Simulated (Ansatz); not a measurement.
# FePt (P4/mmm) at 2 levels of theory

One geometry, relaxed with PBE; plane waves with PAW potentials in Ansatz, scalar-relativistic. Collinear spin, ending at 3.3 μB a primitive cell. Gaps are the least over mesh and band path; pressure is positive in compression.

```xyz
2
Lattice="2.7291 0.0000 0.0000 0.0000 2.7291 0.0000 0.0000 0.0000 3.7652" Properties=species:S:1:pos:R:3 pbc="T T T"
Fe    1.3646    1.3646    1.8826
Pt    0.0000    0.0000    0.0000
```

```tsv
level	cutoff (eV)	k mesh	gap (eV)	pressure (GPa)	largest moment (μB)
PBE	420	20×20×14	0	0.0	2.98
```

Question: What comes out on the same cell with r2SCAN?

Answer:
```
 level  cutoff (eV)    k mesh  gap (eV)  pressure (GPa)  largest moment (μB)
r2SCAN          500  20×20×14         0            -1.8                 3.29
```

The state reached may not be the lowest one. Spin-orbit coupling matters for the bands of heavy elements and is left out.

The cell was reached from a generator's guess, though it ends in a space group that the Crystallography Open Database lists for this formula.
